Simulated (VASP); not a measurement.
# AlN (P6_3mc) in VASP: elastic constants with r2SCAN

Aim: the elastic constants of AlN with r2SCAN.

Program: VASP 6.6.1. These are calculated values, not measurements. Logs are shortened: lines on timing, memory, paths and dates and some standing lists are left out, and cuts for length are marked.

**1. The crystal as given**

Symmetry: P6_3mc, No. 186, hexagonal system. The conventional cell has a = 3.113 Å, b = 3.113 Å, c = 4.981 Å, α = 90.00°, β = 90.00°, γ = 120.00°. Around Al (site symmetry 3m) lie 4 N at 1.89 Å. N (site symmetry 3m) has 4 Al at 1.89 Å as nearest neighbours.

**2. Elastic constants, r2SCAN**

Contents of POSCAR:

```
AlN
1.0
    3.1130000000      0.0000000000      0.0000000000
   -1.5565000000      2.6959370800      0.0000000000
    0.0000000000      0.0000000000      4.9810000000
Al N
2 2
Direct
    0.3333333300      0.6666666700      0.0000000000
    0.6666666700      0.3333333300      0.5000000000
    0.3333333300      0.6666666700      0.3800000000
    0.6666666700      0.3333333300      0.8800000000
```

Contents of INCAR.step1:

```
SYSTEM = AlN
PREC     = Accurate       ! precision mode
ENCUT    = 600            ! plane-wave cutoff, eV
EDIFF    = 1E-8           ! SCF threshold, eV
ISMEAR   = 0              ! smearing method
SIGMA    = 0.02           ! smearing width, eV
LREAL    = .FALSE.        ! projectors in reciprocal space
LASPH    = .TRUE.         ! aspherical terms in the spheres
NELM     = 60             ! most SCF steps
ALGO     = Normal         ! electronic algorithm
ISIF     = 3              ! what is computed and relaxed
LWAVE    = .FALSE.        ! write WAVECAR
LCHARG   = .FALSE.        ! write CHGCAR
METAGGA  = R2SCAN         ! meta-GGA
LMIXTAU  = .TRUE.       
IBRION   = 2              ! ionic algorithm
NSW      = 40             ! ionic steps
EDIFFG   = -0.002         ! ionic threshold
```

Contents of INCAR.step2:

```
SYSTEM = AlN
PREC     = Accurate       ! precision mode
ENCUT    = 600            ! plane-wave cutoff, eV
EDIFF    = 1E-8           ! SCF threshold, eV
ISMEAR   = 0              ! smearing method
SIGMA    = 0.02           ! smearing width, eV
LREAL    = .FALSE.        ! projectors in reciprocal space
LASPH    = .TRUE.         ! aspherical terms in the spheres
NELM     = 60             ! most SCF steps
ALGO     = Normal         ! electronic algorithm
ISIF     = 3              ! what is computed and relaxed
LWAVE    = .FALSE.        ! write WAVECAR
LCHARG   = .FALSE.        ! write CHGCAR
METAGGA  = R2SCAN         ! meta-GGA
LMIXTAU  = .TRUE.       
IBRION   = 6              ! ionic algorithm
NFREE    = 2            
POTIM    = 0.015          ! step
NSW      = 1              ! ionic steps
```

Contents of KPOINTS:

```
Automatic mesh
0
G
  7 7 5
  0 0 0
```

Potentials or basis: VASP PAW PBE potentials, release 64 (Al, N).

Launch:

```bash
cat potpaw_PBE.64/Al/POTCAR potpaw_PBE.64/N/POTCAR > POTCAR
cp INCAR.step1 INCAR
mpirun -np 1 vasp_std > vasp.out
cp CONTCAR POSCAR
cp INCAR.step2 INCAR
mpirun -np 1 vasp_std > vasp.out
```

OUTCAR:

```text
SYSTEM = AlN
   PREC = Accurate
   ENCUT = 600
   EDIFF = 1E-8
   ISMEAR = 0
   LREAL = .FALSE.
   LASPH = .TRUE.
   NELM = 60
   ISIF = 3
   METAGGA = R2SCAN
   IBRION = 6
   NFREE = 2
   POTIM = 0.015
   NSW = 1

 ion  position               nearest neighbor table
   1  0.333  0.667  0.999-   4 1.89   4 1.89   4 1.89   3 1.90   2 3.07   2 3.07   2 3.07   2 3.07
                             2 3.07   2 3.07
   2  0.667  0.333  0.499-   3 1.89   3 1.89   3 1.89   4 1.90   1 3.07   1 3.07   1 3.07   1 3.07
                             1 3.07   1 3.07
   3  0.333  0.667  0.381-   2 1.89   2 1.89   2 1.89   1 1.90
   4  0.667  0.333  0.881-   1 1.89   1 1.89   1 1.89   2 1.90

  LATTYP: Found a hexagonal cell.
 ALAT       =     3.1053245468
 C/A-ratio  =     1.6023524487

  Lattice vectors:

 A1 = (   3.1053245468,   0.0000000000,   0.0000000000)
 A2 = (  -1.5526622734,   2.6892899426,   0.0000000000)
 A3 = (   0.0000000000,   0.0000000000,   4.9758243917)

Analysis of symmetry for initial positions (statically):
=====================================================================
 Subroutine PRICEL returns:
 Original cell was already a primitive cell.

 Routine SETGRP: Setting up the symmetry group for a
 hexagonal supercell.

 Subroutine GETGRP returns: Found 12 space group operations
 (whereof  6 operations were pure point group operations)
 out of a pool of 24 trial point group operations.

The static configuration has the point symmetry C_3v.
 The point group associated with its full space group is C_6v.

Analysis of symmetry for dynamics (positions and initial velocities):
=====================================================================
 Subroutine PRICEL returns:
 Original cell was already a primitive cell.

 Routine SETGRP: Setting up the symmetry group for a
 hexagonal supercell.

 Subroutine GETGRP returns: Found 12 space group operations
 (whereof  6 operations were pure point group operations)
 out of a pool of 24 trial point group operations.

The dynamic configuration has the point symmetry C_3v.
 The point group associated with its full space group is C_6v.

 Subroutine INISYM returns: Found 12 space group operations
 (whereof  6 operations are pure point group operations),
 and found     1 'primitive' translations

----------------------------------------------------------------------------------------

                                     Primitive cell

  volume of cell :      41.5537

  direct lattice vectors                    reciprocal lattice vectors
     3.105324547  0.000000000  0.000000000     0.322027532  0.185922682  0.000000000
    -1.552662273  2.689289943  0.000000000     0.000000000  0.371845365  0.000000000
     0.000000000  0.000000000  4.975824392     0.000000000  0.000000000  0.200971723

  length of vectors
     3.105324547  3.105324545  4.975824392     0.371845365  0.371845365  0.200971723

  position of ions in fractional coordinates (direct lattice)
     0.333333330  0.666666670  0.999153843
     0.666666670  0.333333330  0.499153843
     0.333333330  0.666666670  0.380846157
     0.666666670  0.333333330  0.880846157

  ion indices of the primitive-cell ions
   primitive index   ion index
                 1           1
                 2           2
                 3           3
                 4           4

----------------------------------------------------------------------------------------

[... 114 lines left out ...]
  ext. energy  EPLUGINS =         0.00000000
  ---------------------------------------------------
  free energy    TOTEN  =       -38.45559686 eV

  energy without entropy =      -38.45559686  energy(sigma->0) =      -38.45559686

------------------------ aborting loop because EDIFF is reached ----------------------------------------

  FORCE on cell =-STRESS in cart. coord.  units (eV):
  Direction    XX          YY          ZZ          XY          YZ          ZX
  --------------------------------------------------------------------------------------
  -------------------------------------------------------------------------------------
  Total       -0.0025575     -0.0025575     -0.0075562      0.0000000     -0.0000000     -0.0000000
  in kB       -0.0986084     -0.0986084     -0.2913416      0.0000000     -0.0000000     -0.0000000
  external PRESSURE =      -0.1628528 kB  Pullay stress =       0.0000000 kB
[... 95 lines left out ...]
  FREE ENERGIE OF THE ION-ELECTRON SYSTEM (eV)
  ---------------------------------------------------
  free  energy   TOTEN  =       -38.4408721545 eV

  energy  without entropy=      -38.4408721545  energy(sigma->0) =      -38.44087215

[... ionic steps 4 to 18 ...]

--------------------------------------- Ionic step       19  -------------------------------------------

 number of electron      15.9999999 magnetization

------------------------ aborting loop because EDIFF is reached ----------------------------------------
[... 71 lines left out ...]
--------------------------------------- Ionic step       21  -------------------------------------------

 number of electron      16.0000000 magnetization

 Free energy of the ion-electron system (eV)
  ---------------------------------------------------
  ext. energy  EPLUGINS =         0.00000000
  ---------------------------------------------------
  free energy    TOTEN  =       -38.45332864 eV

  energy without entropy =      -38.45332864  energy(sigma->0) =      -38.45332864

 E-fermi :   6.0284     XC(G=0): -11.4228

 val. band max:        5.9080282951   @ k =   0.0000   0.0000   0.0000
 cond. band min:      10.8627433382   @ k =   0.0000   0.0000   0.0000
 fundamental gap:      4.9547150431
 Fermi energy:         6.0283625692

 k-point     1 :       0.0000    0.0000    0.0000
  band No.  band energies     occupation
      1     -10.0579      2.00000
      2      -7.9301      2.00000
      3      -0.1518      2.00000
      4       5.0565      2.00000
      5       5.0565      2.00000
      6       5.7180      2.00000
      7       5.7180      2.00000
      8       5.9080      2.00000
      9      10.8627      0.00000
     10      13.4786      0.00000
     11      17.5369      0.00000
     12      17.9883      0.00000
[... 331 lines left out ...]
 k-point    24 :       0.2857    0.2857    0.4000
  band No.  band energies     occupation
      1      -7.6852      2.00000
      2      -7.5372      2.00000
      3       0.9473      2.00000
      4       0.9831      2.00000
      5       2.1688      2.00000
      6       2.7210      2.00000
      7       4.7605      2.00000
      8       5.1129      2.00000
      9      13.2355      0.00000
     10      13.8885      0.00000
     11      15.2542      0.00000
     12      15.3911      0.00000

 [... further k-points ...]

------------------------ aborting loop because EDIFF is reached ----------------------------------------

  FORCE on cell =-STRESS in cart. coord.  units (eV):
  Direction    XX          YY          ZZ          XY          YZ          ZX
  --------------------------------------------------------------------------------------
  -------------------------------------------------------------------------------------
  Total       -0.0838018     -0.0838018      0.1868969      0.0000000      0.0000000      0.0000000
  in kB       -3.2311300     -3.2311300      7.2061440      0.0000000      0.0000000      0.0000000
  external PRESSURE =       0.2479613 kB  Pullay stress =       0.0000000 kB
[... 19 lines left out ...]
  FREE ENERGIE OF THE ION-ELECTRON SYSTEM (eV)
  ---------------------------------------------------
  free  energy   TOTEN  =       -38.4533286384 eV

  energy  without entropy=      -38.4533286384  energy(sigma->0) =      -38.45332864

 INTERNAL STRAIN TENSORS FROM STRAINED CELLS
 ============================================

 INTERNAL STRAIN TENSOR FOR ION    1 for displacements in x,y,z  (eV/Angst):
          X           Y           Z          XY          YZ          ZX
  --------------------------------------------------------------------------------
  x    -0.00000     0.00000    -0.00000    -8.97223     0.00000    -5.28391
  y    -8.98784     9.02107    -0.00000    -0.00002    -5.27815     0.00000
  z    -5.55091    -5.55315    12.37498     0.00009     0.00753    -0.00001

 INTERNAL STRAIN TENSORS FROM DISPLACED ATOMS
 ============================================

 INTERNAL STRAIN TENSOR FOR ION    1 for displacements in x,y,z  (eV/Angst):
          X           Y           Z          XY          YZ          ZX
  --------------------------------------------------------------------------------
  x    -0.00000     0.00000     0.00000    -8.97550    -0.00000    -5.29813
  y    -8.97550     8.97550     0.00000     0.00000    -5.29814     0.00000
  z    -5.53825    -5.53825    12.26500     0.00000     0.00000     0.00000

 INTERNAL STRAIN TENSOR FOR ION    4 for displacements in x,y,z  (eV/Angst):
          X           Y           Z          XY          YZ          ZX
  --------------------------------------------------------------------------------
  x     0.00000     0.00000    -0.00000    10.74539    -0.00000     5.29716
  y    10.74539   -10.74539    -0.00000     0.00000     5.29717     0.00000
  z     5.53342     5.53342   -12.33797     0.00000     0.00000     0.00000

 Eigenvectors and eigenvalues of the dynamical matrix
 ----------------------------------------------------

   1 f  =   22.261013 THz   139.870068 2PiTHz  742.547456 cm-1    92.064110 meV
             X         Y         Z           dx          dy          dz
     -0.000000  1.792860  4.971614    -0.000000   -0.000000   -0.018072
      1.552662  0.896430  2.483702    -0.000000   -0.000000    0.018072
     -0.000000  1.792860  1.895024     0.000000    0.000000   -0.706876
      1.552662  0.896430  4.382936     0.000000    0.000000    0.706876
[... 71 lines left out ...]
  12 f/i=    0.019149 THz     0.120318 2PiTHz    0.638751 cm-1     0.079195 meV
             X         Y         Z           dx          dy          dz
     -0.000000  1.792860  4.971614     0.000000   -0.000000   -0.574165
      1.552662  0.896430  2.483702     0.000000   -0.000000   -0.574165
     -0.000000  1.792860  1.895024     0.000000   -0.000000   -0.412716
      1.552662  0.896430  4.382936     0.000000   -0.000000   -0.412716

--------------------------------------------------------------------------------------------------------

 ELASTIC MODULI CONTR FROM IONIC RELAXATION (kBar)
 Direction    XX          YY          ZZ          XY          YZ          ZX
 --------------------------------------------------------------------------------
 XX        -705.6369    348.5363    396.7678      0.0000      0.0000      0.0000
 YY         348.5363   -705.6369    396.7678     -0.0000     -0.0000     -0.0000
 ZZ         396.7678    396.7678   -881.6825     -0.0000     -0.0000     -0.0000
 XY           0.0000     -0.0000     -0.0000   -527.0866     -0.0000      0.0000
 YZ           0.0000     -0.0000     -0.0000     -0.0000   -137.1340     -0.0000
 ZX           0.0000     -0.0000     -0.0000      0.0000     -0.0000   -137.1338
 --------------------------------------------------------------------------------

 TOTAL ELASTIC MODULI (kBar)
 Direction    XX          YY          ZZ          XY          YZ          ZX
 --------------------------------------------------------------------------------
 XX        4117.4001   1397.2488   1056.9196      0.0000      0.0000      0.0000
 YY        1397.2488   4117.4001   1056.9196     -0.0000     -0.0000     -0.0000
 ZZ        1056.9196   1056.9196   3875.5434     -0.0000     -0.0000     -0.0000
 XY           0.0000     -0.0000     -0.0000   1360.0757     -0.0000      0.0000
 YZ           0.0000     -0.0000     -0.0000     -0.0000   1239.5608     -0.0000
 ZX           0.0000     -0.0000     -0.0000      0.0000     -0.0000   1239.5608
 --------------------------------------------------------------------------------
```

Wall time 39 min (1 thread of Intel Xeon Platinum 8488C (Sapphire Rapids), shared host); peak memory 0.29 GiB.

What came out:

| Item | Value |
| --- | --- |
| Relaxed volume | 10.39 Å³/atom |
| Relaxed cell | a = 3.105 Å, b = 3.105 Å, c = 4.976 Å, α = 90.00°, β = 90.00°, γ = 120.00° |
| Space group after relaxing (to 0.05 Å) | P6_3mc (No. 186) |
| Voigt bulk modulus | 213 GPa |
| Highest phonon frequency at Γ, LO-TO splitting left out | 743 cm⁻¹ |

Step by step:
```
step  energy change (eV)  largest force (eV/Å)  pressure (GPa)  volume (Å³)
   1              0.0000                0.1253           -1.25        41.80
   2              0.0001                0.0985            1.28        41.31
   3             -0.0021                0.0150           -0.03        41.56
   4             -0.0021                0.0123            0.00        41.56
   5             -0.0022                0.0067            0.01        41.55
   6             -0.0022                0.0008            0.03        41.54
   7             -0.0022                0.0023            0.03        41.55
   8             -0.0022                0.0023           -0.03        41.56
   9             -0.0022                0.0014           -0.02        41.55
```

Final structure:
```cif
data_structure
_symmetry_space_group_name_H-M 'P 1'
_symmetry_Int_Tables_number 1
_cell_length_a 3.1053
_cell_length_b 3.1053
_cell_length_c 4.9758
_cell_angle_alpha 90.000
_cell_angle_beta 90.000
_cell_angle_gamma 120.000
_cell_volume 41.55
loop_
_atom_site_label
_atom_site_type_symbol
_atom_site_fract_x
_atom_site_fract_y
_atom_site_fract_z
_atom_site_occupancy
Al1 Al 0.33333 0.66667 0.99915 1
Al2 Al 0.66667 0.33333 0.49915 1
N1 N 0.33333 0.66667 0.38085 1
N2 N 0.66667 0.33333 0.88085 1
```

Phonon frequencies in cm⁻¹ (negative: imaginary):
```csv
q point,frequencies
"(0.000, 0.000, 0.000)",-1 0 0 250 250 559 625 670 670 682 682 743
```

Elastic tensor in Voigt notation (GPa, in the Cartesian axes of the cell as first typed):
```
412 140 106   0   0   0
140 412 106   0   0   0
106 106 388   0   0   0
  0   0   0 124   0   0
  0   0   0   0 124   0
  0   0   0   0   0 136
```

Clamped-ion elastic tensor (GPa):
```
482 105  66   0   0   0
105 482  66   0   0   0
 66  66 476   0   0   0
  0   0   0 138   0   0
  0   0   0   0 138   0
  0   0   0   0   0 189
```

Caveat: the PAW data sets were made with another functional, which shifts forces and pressure a little.
